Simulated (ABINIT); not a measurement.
# ZnS (F-43m) in ABINIT: settings compared

One crystal, ZnS, is run at these levels: PBEsol, PBE; tasks: relaxation of cell and atoms, single point.

Everything below comes from runs of ABINIT 10.8.3 (patched build). Logs are shortened: lines on timing, memory, paths and dates and some standing lists are left out, and cuts for length are marked. The log counts tension as positive stress, the text compression.

## (1) Starting point

The structure is cubic, space group F-43m (No. 216). The conventional cell has a = 5.404 Å, b = 5.404 Å, c = 5.404 Å, α = 90.00°, β = 90.00°, γ = 90.00°. Zn (site symmetry -43m) is surrounded by 4 S at 2.34 Å. S (site symmetry -43m) is surrounded by 4 Zn at 2.34 Å.

## (2) Relaxation of cell and atoms, PBEsol

run.abi

```
# Pseudopotentials
pp_dirpath "./"
pseudos "Zn.upf, S.upf"

# Structure
acell 3.8212050455 3.8212050455 3.8212050455 Angstrom
rprim
     0.0000000000     0.7071067812     0.7071067812
     0.7071067812     0.0000000000     0.7071067812
     0.7071067812     0.7071067812     0.0000000000
ntypat 2
znucl 30 16
natom 2
typat 1 2
chkprim 0
chksymtnons 0
tolsym 1.0e-6
xred
            3/4            3/4            3/4
            0.0            0.0            0.0

# Plane-wave basis
ecut 42.0
ecutsm 0.5

# k points
kptopt 1
ngkpt 7 7 7
nshiftk 1
shiftk 0.0 0.0 0.0

# Exchange and correlation
ixc -116133

# Bands and occupations
nband 17
occopt 3
tsmear 0.00183747

# SCF cycle
nstep 80
tolvrs 1.0e-12

# Output
iomode 3
prteig 0
prtebands 0
prtwf 0
prtden 0

# Relaxation
ionmov 2
optcell 2
ntime 50
tolmxf 2.0e-5
dilatmx 1.08
```

Potentials or basis: PseudoDojo NC SR PBEsol v0.4.1 standard.

On the command line:

```sh
$ mpirun --bind-to none -np 4 abinit run.abi > log 2>&1
```

run.abo:

```text
.Version 10.8.3 of ABINIT
 Symmetries : space group F-4 3 m (#216); Bravais cF (face-center cubic)
================================================================================
 Values of the parameters that define the memory need of the present run
     intxc =       0    ionmov =       2      iscf =       7    lmnmax =       6
     lnmax =       6     mgfft =      48  mpssoang =       3    mqgrid =    3001
     natom =       2  nloc_mem =       1    nspden =       1   nspinor =       1
    nsppol =       1      nsym =      24    n1xccc =    2501    ntypat =       2
    occopt =       3   xclevel =       2
       mpw =        4390          nfft =      110592          nkpt =          20
================================================================================
================================================================================

--------------------------------------------------------------------------------
------------- Echo of variables that govern the present computation ------------
--------------------------------------------------------------------------------
 -outvars: echo values of preprocessed input variables --------
            acell      7.2210310069E+00  7.2210310069E+00  7.2210310069E+00 Bohr
              amu      6.53900000E+01  3.20660000E+01
          chkprim           0
      chksymtnons           0
          dilatmx      1.08000000E+00
             ecut      4.20000000E+01 Hartree
           ecutsm      5.00000000E-01 Hartree
           ionmov           2
              ixc     -116133
         kptrlatt        7    0    0      0    7    0      0    0    7
          kptrlen      5.05472170E+01
            natom           2
            nband          17
            ngfft          48      48      48
             nkpt          20
            nstep          80
             nsym          24
            ntime          50
           ntypat           2
           occopt           3
          optcell           2
           prtden           0
        prtebands           0
           prteig           0
            prtwf           0
            rprim      0.0000000000E+00  7.0710678120E-01  7.0710678120E-01
                       7.0710678120E-01  0.0000000000E+00  7.0710678120E-01
                       7.0710678120E-01  7.0710678120E-01  0.0000000000E+00
          spgroup         216
           tolmxf      2.00000000E-05
           tolsym      1.00000000E-06
           tolvrs      1.00000000E-12
           tsmear      1.83747000E-03 Hartree
            typat      1  2
           xangst      4.0530000000E+00  4.0530000000E+00  4.0530000000E+00
                       0.0000000000E+00  0.0000000000E+00  0.0000000000E+00
            xcart      7.6590599884E+00  7.6590599884E+00  7.6590599884E+00
                       0.0000000000E+00  0.0000000000E+00  0.0000000000E+00
             xred      7.5000000000E-01  7.5000000000E-01  7.5000000000E-01
                       0.0000000000E+00  0.0000000000E+00  0.0000000000E+00
            znucl       30.00000   16.00000

================================================================================

 chkinp: Checking input parameters for consistency.

================================================================================
== DATASET  1 ==================================================================

--- !DatasetInfo
iteration_state: {dtset: 1, }
dimensions: {natom: 2, nkpt: 20, mband: 17, nsppol: 1, nspinor: 1, nspden: 1, mpw: 4390, }
cutoff_energies: {ecut:  42.0, pawecutdg:  -1.0, }
electrons: {nelect:   2.60000000E+01, charge:   0.00000000E+00, occopt:   3.00000000E+00, tsmear:   1.83747000E-03, }
meta: {optdriver: 0, ionmov: 2, optcell: 2, iscf: 7, paral_kgb: 0, }
...

 Real(R)+Recip(G) space primitive vectors, cartesian coordinates (Bohr,Bohr^-1):
 R(1)=  0.0000000  5.1060400  5.1060400  G(1)= -0.0979232  0.0979232  0.0979232
 R(2)=  5.1060400  0.0000000  5.1060400  G(2)=  0.0979232 -0.0979232  0.0979232
 R(3)=  5.1060400  5.1060400  0.0000000  G(3)=  0.0979232  0.0979232 -0.0979232
 Unit cell volume ucvol=  2.6624572E+02 bohr^3
 Angles (23,13,12)=  6.00000000E+01  6.00000000E+01  6.00000000E+01 degrees

 getcut: wavevector=  0.0000  0.0000  0.0000  ngfft=  48  48  48
         ecut(hartree)=     48.989   => boxcut(ratio)=   2.10974

--- Pseudopotential description ------------------------------------------------
- pspini: atom type   1  psp file is ./Zn.upf
  30.00000  20.00000  180301                  znucl, zion, pspdat
12 -116133 2 -1 1312                          pspcod,pspxc,lmax,lloc,mmax
     nproj     2     2     2

- pspini: atom type   2  psp file is ./S.upf
  16.00000   6.00000  180301                  znucl, zion, pspdat
12 -116133 2 -1 1146                          pspcod,pspxc,lmax,lloc,mmax
     nproj     2     2     2

   9.17587905E+02                                ecore*ucvol(ha*bohr**3)
--------------------------------------------------------------------------------

================================================================================

=== [ionmov= 2] Broyden-Fletcher-Goldfarb-Shanno method (forces)
================================================================================

--- Iteration: ( 1/50) Internal Cycle: (1/1)
--------------------------------------------------------------------------------

---SELF-CONSISTENT-FIELD CONVERGENCE--------------------------------------------

--- !BeginCycle
iteration_state: {dtset: 1, itime: 1, icycle: 1, }
solver: {iscf: 7, nstep: 80, nline: 4, wfoptalg: 0, }
tolerances: {tolvrs: 1.00E-12, }
...

     iter   Etot(hartree)      deltaE(h)  residm     vres2
 ETOT  1  -217.75102864593    -2.178E+02 3.906E-01 6.362E+03
 ETOT  2  -218.86344961732    -1.112E+00 7.395E-02 1.071E+04
 ETOT  3  -219.85482395637    -9.914E-01 1.044E-02 1.431E+03
 ETOT  4  -219.93788659165    -8.306E-02 9.620E-03 5.738E+02
 ETOT  5  -219.98507768903    -4.719E-02 2.953E-03 8.446E+01
 ETOT  6  -219.99344467394    -8.367E-03 1.039E-03 5.425E-02
 ETOT  7  -219.99334317634     1.015E-04 4.051E-04 1.070E+00
 ETOT  8  -219.99345499523    -1.118E-04 2.621E-04 4.617E-02
 ETOT  9  -219.99346001636    -5.021E-06 1.263E-04 1.832E-04
 ETOT 10  -219.99346004195    -2.560E-08 2.618E-04 5.230E-06
 ETOT 11  -219.99346004255    -5.910E-10 1.168E-04 1.712E-07
 ETOT 12  -219.99346004256    -1.671E-11 2.258E-04 4.308E-09
 ETOT 13  -219.99346004257    -1.222E-11 9.149E-05 1.904E-10
 ETOT 14  -219.99346004257     7.958E-12 1.718E-04 7.296E-13
[... 349 lines left out ...]
 Gradient of E wrt nuclear positions in reduced coordinates (gred)
 -6.94197596594490E-29 -6.94197596594491E-29  6.94197596594490E-29
  6.94197596594490E-29  6.94197596594491E-29 -6.94197596594490E-29
 Scale of Primitive Cell (acell) [bohr]
  7.15591678399946E+00  7.15591678399946E+00  7.15591678399946E+00
 Real space primitive translations (rprimd) [bohr]
  0.00000000000000E+00  5.05999728357265E+00  5.05999728357265E+00
  5.05999728357265E+00  0.00000000000000E+00  5.05999728357265E+00
  5.05999728357265E+00  5.05999728357265E+00  0.00000000000000E+00
 Unitary Cell Volume (ucvol) [Bohr^3]=  2.59108014698308E+02
 Angles (23,13,12)= [degrees]
  6.00000000000000E+01  6.00000000000000E+01  6.00000000000000E+01
 Lengths [Bohr]
  7.15591678399946E+00  7.15591678399946E+00  7.15591678399946E+00
 Stress tensor in cartesian coordinates (strten) [Ha/bohr^3]
  6.51276066895856E-08  0.00000000000000E+00  0.00000000000000E+00
  0.00000000000000E+00  6.51276066861162E-08  0.00000000000000E+00
  0.00000000000000E+00  0.00000000000000E+00  6.51276066913203E-08
 Total energy (etotal) [Ha]= -2.19993711432595E+02

 Difference of energy with previous step (new-old):
           Absolute (Ha)=-2.40823E-07
           Relative     =-1.09468E-09

 At Broyd/MD step   4, gradients are converged :
  max grad (force/stress) = 6.5128E-06 < tolmxf= 2.0000E-05 ha/bohr (free atoms)

================================================================================

 ----iterations are completed or convergence reached----

 Mean square residual over all n,k,spin=   40.129E-14; max=  13.625E-11
 reduced coordinates (array xred) for    2 atoms
       0.750000000000      0.750000000000      0.750000000000
      -0.000000000000     -0.000000000000      0.000000000000
 rms dE/dt=  9.5246E-29; max dE/dt=  1.3463E-28; dE/dt below (all hartree)
    1      -0.000000000000     -0.000000000000      0.000000000000
    2       0.000000000000      0.000000000000     -0.000000000000

 cartesian coordinates (angstrom) at end:
    1      4.01645287182179     4.01645287182179     4.01645287182179
    2      0.00000000000000     0.00000000000000    -0.00000000000000

 cartesian forces (hartree/bohr) at end:
    1     -0.00000000000000    -0.00000000000000     0.00000000000000
    2      0.00000000000000     0.00000000000000    -0.00000000000000
 frms,max,avg= 1.3135256E-29 2.0578991E-29   0.000E+00  0.000E+00  0.000E+00 h/b

 cartesian forces (eV/Angstrom) at end:
    1     -0.00000000000000    -0.00000000000000     0.00000000000000
    2      0.00000000000000     0.00000000000000    -0.00000000000000
 frms,max,avg= 6.7544202E-28 1.0582143E-27   0.000E+00  0.000E+00  0.000E+00 e/A
 length scales=  7.155916783999  7.155916783999  7.155916783999 bohr
              =  3.786748082642  3.786748082642  3.786748082642 angstroms
 Fermi (or HOMO) energy (hartree) =   0.18288   Average Vxc (hartree)=  -0.37606
 Eigenvalues (hartree) for nkpt=  20  k points:
 kpt#   1, nband= 17, wtk=  0.00292, kpt=  0.0000  0.0000  0.0000 (reduced coord)
  -4.43788   -2.75925   -2.75925   -2.75925   -0.34707   -0.09477   -0.09477   -0.09477
  -0.07525   -0.07525    0.14335    0.14335    0.14335    0.22020    0.37335    0.37335
   0.37335
      occupation numbers for kpt#   1
   2.00000    2.00000    2.00000    2.00000    2.00000    2.00000    2.00000    2.00000
   2.00000    2.00000    2.00000    2.00000    2.00000    0.00000    0.00000    0.00000
   0.00000
 prteigrs : prtvol=0 or 1, do not print more k-points.

--- !EnergyTerms
iteration_state     : {dtset: 1, itime: 4, icycle: 1, }
comment             : Components of total free energy in Hartree
kinetic             :  9.62097414828234E+01
hartree             :  9.14981031336343E+01
xc                  : -2.54204050305043E+01
Ewald energy        : -1.08273995730934E+02
psp_core            :  3.54133354833806E+00
local_psp           : -2.31057602042953E+02
non_local_psp       : -4.64908867929974E+01
internal            : -2.19993711432594E+02
'-kT*entropy'       : -7.13327436191810E-13
total_energy        : -2.19993711432595E+02
total_energy_eV     : -5.98633385347922E+03
band_energy         : -2.65737545953360E+01
...

 Cartesian components of stress tensor (hartree/bohr^3)
  sigma(1 1)=  6.51276067E-08  sigma(3 2)=  0.00000000E+00
  sigma(2 2)=  6.51276067E-08  sigma(3 1)=  0.00000000E+00
  sigma(3 3)=  6.51276067E-08  sigma(2 1)=  0.00000000E+00

-Cartesian components of stress tensor (GPa)         [Pressure= -1.9161E-03 GPa]
- sigma(1 1)=  1.91612034E-03  sigma(3 2)=  0.00000000E+00
- sigma(2 2)=  1.91612034E-03  sigma(3 1)=  0.00000000E+00
- sigma(3 3)=  1.91612034E-03  sigma(2 1)=  0.00000000E+00

== END DATASET(S) ==============================================================
================================================================================

 -outvars: echo values of variables after computation  --------
            acell      7.1559167840E+00  7.1559167840E+00  7.1559167840E+00 Bohr
           etotal     -2.1999371143E+02
            fcart     -6.8596637280E-30 -6.8596637280E-30  2.0578991184E-29
                       6.8596637280E-30  6.8596637280E-30 -2.0578991184E-29
            rprim      0.0000000000E+00  7.0710678119E-01  7.0710678119E-01
                       7.0710678119E-01  0.0000000000E+00  7.0710678119E-01
                       7.0710678119E-01  7.0710678119E-01  0.0000000000E+00
           strten      6.5127606690E-08  6.5127606686E-08  6.5127606691E-08
                       0.0000000000E+00  0.0000000000E+00  0.0000000000E+00
           xangst      4.0164528718E+00  4.0164528718E+00  4.0164528718E+00
                       5.1115101705E-30  5.1115101705E-30 -1.5334530511E-29
             xred      7.5000000000E-01  7.5000000000E-01  7.5000000000E-01
                      -2.8634464914E-30 -2.8634464914E-30  4.7724108189E-30
 Calculation completed.
```

It took 71 s on 4 MPI ranks of Arm Neoverse V1, shared host; peak memory 0.4 GiB.

Results:

* Free energy: -5986.3339 eV
* Relaxed volume: 19.20 Å³/atom
* Relaxed cell: a = 3.787 Å, b = 3.787 Å, c = 3.787 Å, α = 60.00°, β = 60.00°, γ = 60.00°
* Space group after relaxing (to 0.05 Å): F-43m (No. 216)
* Energy gained by relaxing: 3.4 meV/atom
* Ionic steps: 4
* Pressure after relaxing: 0.0 GPa
* Band gap on the k mesh: 2.09 eV, direct

The path:
```
step  energy change (eV)  largest force (eV/Å)  pressure (GPa)  volume (Å³)
   1              0.0000                0.0000           -2.02        39.45
   2             -0.0027                0.0000           -1.58        39.21
   3             -0.0068                0.0000            0.07        38.36
   4             -0.0068                0.0000            0.00        38.40
```

Final structure:
```yaml
crystal:
  lattice:
    - [0.00000, 2.67764, 2.67764]
    - [2.67764, 0.00000, 2.67764]
    - [2.67764, 2.67764, 0.00000]
  atoms:
    - { symbol: Zn, position: [0.75000, 0.75000, 0.75000] }
    - { symbol: S, position: [0.00000, 0.00000, 0.00000] }
```

Caveat: an odd mesh through Γ misses points on the zone boundary, where band edges often lie.

## (3) Single point, PBEsol (cell relaxed)

run.abi

```
# Pseudopotentials
pp_dirpath "./"
pseudos "Zn.upf, S.upf"

# Structure
acell 3.7867480856 3.7867480856 3.7867480856 Angstrom
rprim
     0.0000000000     0.7071067812     0.7071067812
     0.7071067812     0.0000000000     0.7071067812
     0.7071067812     0.7071067812     0.0000000000
ntypat 2
znucl 30 16
natom 2
typat 1 2
xcart
     4.0164528750     4.0164528750     4.0164528750
     0.0000000000     0.0000000000     0.0000000000 Angstrom
chkprim 0
chksymtnons 0
tolsym 1.0e-6

# Plane-wave basis
ecut 42.0

# k points
kptopt 1
ngkpt 7 7 7
nshiftk 1
shiftk 0.0 0.0 0.0

# Exchange and correlation
ixc -116133

# Bands and occupations
nband 17
occopt 3
tsmear 0.05 eV

# SCF cycle
nstep 100
tolvrs 1.0e-10

# Output
iomode 3
prtwf 0
prtden 0
prteig 0
prtebands 0
enunit 1
```

Potentials or basis: PseudoDojo NC SR PBEsol v0.4.1 standard.

On the command line:

```sh
$ mpirun --bind-to none -np 4 abinit run.abi > log 2>&1
```

Run time: 18 s. Hardware: 4 MPI ranks of Arm Neoverse V1, shared host; peak memory 0.32 GiB.

Results (log left out):

- Free energy: -5986.3339 eV
- Pressure: 0.0 GPa
- Band gap on the k mesh: 2.09 eV, direct
- Valence electrons inside the program's atomic spheres: Zn 18.14; S 3.95

Levels at points of the mesh, in eV from the valence-band top:
| k point | band 10 | band 11 | band 12 | band 13 | band 14 | band 15 | band 16 | band 17 |
| --- | --- | --- | --- | --- | --- | --- | --- | --- |
| (0.00, 0.00, 0.00) | -5.95 | 0.00 | 0.00 | 0.00 | 2.09 | 6.26 | 6.26 | 6.26 |

## (4) Relaxation of cell and atoms, PBE

run.abi

```
pp_dirpath "./"
pseudos "Zn.upf, S.upf"

acell 3.8212050455 3.8212050455 3.8212050455 Angstrom
rprim
     0.0000000000     0.7071067812     0.7071067812
     0.7071067812     0.0000000000     0.7071067812
     0.7071067812     0.7071067812     0.0000000000
ntypat 2
znucl 30 16
natom 2
typat 1 2
chkprim 0
chksymtnons 0
tolsym 1.0e-6
xred
            3/4            3/4            3/4
            0.0            0.0            0.0

ecut 42.0
ecutsm 0.5

kptopt 1
ngkpt 7 7 7
nshiftk 1
shiftk 0.0 0.0 0.0

ixc 11

nband 17
occopt 3
tsmear 0.05 eV

nstep 80
tolvrs 1.0e-12

iomode 3
prteig 0
prtebands 0
prtwf 0
prtden 0

ionmov 2
optcell 2
ntime 50
tolmxf 2.0e-5
dilatmx 1.08
```

Potentials or basis: PseudoDojo NC SR PBE v0.4.1 standard.

On the command line:

```sh
$ mpirun --bind-to none -np 4 abinit run.abi > log 2>&1
```

Wall time 57 s (4 MPI ranks of Intel Xeon Platinum 8488C (Sapphire Rapids), shared host); peak memory 0.4 GiB.

Results (log left out):

```
Free energy                            : -5990.2928 eV
Relaxed volume                         : 20.16 Å³/atom
Relaxed cell                           : a = 3.849 Å, b = 3.849 Å, c = 3.849 Å, α = 60.00°, β = 60.00°, γ = 60.00°
Space group after relaxing (to 0.05 Å) : F-43m (No. 216)
Energy gained by relaxing              : 2.1 meV/atom
Ionic steps                            : 4
Pressure after relaxing                : 0.0 GPa
Band gap on the k mesh                 : 2.02 eV, direct
```

Step by step:
```csv
step,energy change (eV),largest force (eV/Å),pressure (GPa),volume (Å³)
1,0.0000,0.0000,1.58,39.45
2,-0.0017,0.0000,1.22,39.64
3,-0.0042,0.0000,0.04,40.30
4,-0.0042,0.0000,0.00,40.32
```

Final structure:
```
Zn S
1.0
     0.00000    2.72157    2.72157
     2.72157    0.00000    2.72157
     2.72157    2.72157    0.00000
Zn S
1 1
Cartesian
  4.0824 4.0824 4.0824
  0.0000 0.0000 0.0000
```

Caveat: an odd mesh through Γ misses points on the zone boundary, where band edges often lie.

## (5) Overview

| task | level | potentials or basis | cell | cell freedom (optcell) | optimiser (ionmov) | cutoff smearing ecutsm (Ha) | force stop (Ha/bohr) | gap on the mesh (eV) | pressure (GPa) | relaxed volume (Å³/atom) |
| --- | --- | --- | --- | --- | --- | --- | --- | --- | --- | --- |
| relaxation of cell and atoms | PBEsol | PseudoDojo NC SR PBEsol v0.4.1 standard | relaxed | 2 | 2 | 0.5 | 2e-05 | 2.09 | 0.0 | 19.20 |
| single point | PBEsol | PseudoDojo NC SR PBEsol v0.4.1 standard | cell relaxed | - | - | - | - | 2.09 | 0.0 | - |
| relaxation of cell and atoms | PBE | PseudoDojo NC SR PBE v0.4.1 standard | relaxed | 2 | 2 | 0.5 | 2e-05 | 2.02 | 0.0 | 20.16 |

Alike in all rows: no spin polarisation; k mesh 7 × 7 × 7; cutoff (eV) 1143; smearing fermi-dirac 0.05 eV.

Caveats: an odd mesh through Γ misses points on the zone boundary, where band edges often lie (some runs).

Absolute energies hang on the potentials; compare differences alone.
